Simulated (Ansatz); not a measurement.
## What moves the field gradients of GaS?

Cell of run 1: a structure deposited in the COD, taken as it stands.

Space group P6_3/mmc (No. 194); a = 3.5850, c = 15.5000 Å, γ = 120.00°.

| site | Wyckoff | site symmetry | x | y | z |
| --- | --- | --- | --- | --- | --- |
| Ga | 4f | 3m. | 0.3333 | 0.6667 | 0.1700 |
| S | 4f | 3m. | 0.3333 | 0.6667 | 0.6000 |

One atom of each set is listed.

Relaxed positions (PBE, cell held):

Ga (0.3333, 0.6667, 0.1710)
S (0.3333, 0.6667, 0.6008)

All runs are DFT with Ansatz 0.2.0 (plane waves and PAW, scalar-relativistic unless spin–orbit coupling is named, Γ-centred meshes, Fermi–Dirac smearing where given) in this cell.

Run 1: PBE, atoms as given; 420 eV, 14×14×3 k-points, smearing 0.02 eV.
Run 2: PBE, atoms relaxed; 420 eV, 14×14×3 k-points, smearing 0.02 eV.
Run 3: r2SCAN, at the relaxed atoms; 500 eV, 14×14×3 k-points, smearing 0.02 eV.
Run 4: PBE with spin–orbit coupling, at the relaxed atoms; 420 eV, 14×14×3 k-points, smearing 0.02 eV.
Run 5: LDA, at the relaxed atoms; 420 eV, 14×14×3 k-points, smearing 0.02 eV.
Run 6: PBEsol, at the relaxed atoms; 420 eV, 14×14×3 k-points, smearing 0.02 eV.

```json
{"run": "1", "Ga V_zz (η)": "-7.39 (0.00)", "S V_zz (η)": "-5.62 (0.00)"}
{"run": "2", "Ga V_zz (η)": "-7.81 (0.00)", "S V_zz (η)": "-5.58 (0.00)"}
{"run": "3", "Ga V_zz (η)": "-8.41 (0.00)", "S V_zz (η)": "-5.40 (0.00)"}
{"run": "4", "Ga V_zz (η)": "-7.80 (0.00)", "S V_zz (η)": "-5.58 (0.00)"}
{"run": "5", "Ga V_zz (η)": "?", "S V_zz (η)": "?"}
{"run": "6", "Ga V_zz (η)": "-7.66 (0.00)", "S V_zz (η)": "-5.56 (0.00)"}
```

V_zz in 10²¹ V/m².

Q: Estimate the row of run 5.

A: Ga: -7.57 (0.00); S: -5.62 (0.00). It lies nearest to run 6, from whose tensors on these sites it differs by 0.08 at most (largest principal value of the difference, on Ga). Taken one at a time, the functional (between the two that differ most) moves the tensors on these sites by up to 0.84 (largest principal value of the change, on Ga), the positions of the atoms (as given or relaxed) by 0.41 (Ga), spin–orbit coupling by 0.01.

In run 5 the atoms aren't at the calculated equilibrium (largest force 0.28 eV/Å).
